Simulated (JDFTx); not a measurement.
# Ag under changes of volume

One of the cells (17.806 Å³/atom); the others are scaled copies at fixed shape and fractional positions:

```xyz
2
Lattice="2.9300 0.0000 0.0000 -1.4650 2.5375 0.0000 0.0000 0.0000 4.7900" Properties=species:S:1:pos:R:3 pbc="T T T"
Ag    1.4650    0.8458    3.5925
Ag    0.0000    1.6916    1.1975
```

This isn't the form of Ag at room conditions, which is fcc.

| Item | Value |
| --- | --- |
| Program | JDFTx 1.7.0 (patched build) |
| Functional | PBE |
| Potentials or basis | PseudoDojo-SR-PBE-0.5-standard |
| Cutoff | 1116 eV |
| Density cutoff | 8925 eV |
| k mesh | 10 × 10 × 6 |
| Occupations | fermi-dirac, width 0.05 eV |
| Spin | no spin polarisation |

| volume (Å³/atom) | energy over the lowest point (meV/atom) | pressure (GPa) |
| --- | --- | --- |
| 16.738 | 25.95 | 7.4 |
| 17.094 | 12.08 | 4.8 |
| 17.450 | ? | ? |
| 17.806 | 0.00 | 0.4 |
| 18.162 | 0.55 | -1.3 |
| 18.518 | 4.79 | -2.8 |
| 18.875 | 12.25 | -4.2 |

Problem. What does the run at 17.450 Å³/atom give?

Solution. Energy over the lowest point 3.65 meV/atom; pressure 2.5 GPa.

Worked out: A Birch-Murnaghan fit of order 3 (a polynomial in V^(-2/3)) to the other rows has its minimum at 17.93 Å³/atom with B0 = V·E''(V) = 91 GPa and B' = 5.6 at fixed shape and positions, which overstates the stiffness. It gives 3.65 meV/atom at 17.450 Å³/atom, against the run's 3.65, and -dE/dV = 2.7 GPa, against 2.5.

Energies are extrapolated to zero smearing.
